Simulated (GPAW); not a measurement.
## Pb: single point with PBEsol

Crystal: Pb.

```
Pb
1.0
    -1.97966    1.97966    1.97966
     1.97966   -1.97966    1.97966
     1.97966    1.97966   -1.97966
Pb
1
Direct
  0.00000 0.00000 0.00000
```

This isn't the form of Pb at room conditions, which is fcc.

```yaml
Program: GPAW 26.7.0
Task: single point
Functional: PBEsol
Potentials_or_basis: PAW data sets generated in the run's folder for this functional
Cutoff: 600 eV
Basis: pw
k_mesh: 9 × 9 × 9
Occupations: gaussian, width 0.02 eV
Spin: no spin polarisation
```

```
Pressure               : -2.3 GPa
Band gap on the k mesh : none (metal or under the smearing width)
```

Levels at points of the mesh, in eV from the Fermi level:
```csv
k point,band 5,band 6,band 7,band 8,band 9,band 10
"(0.00, 0.00, 0.00)",-16.94,-11.68,7.27,7.27,7.27,11.02
```

Run time: 8.2 s on 1 thread of Arm Neoverse V2, on a shared host, peak memory 0.14 GiB.

Spin-orbit coupling is left out, which matters for the levels of Pb.
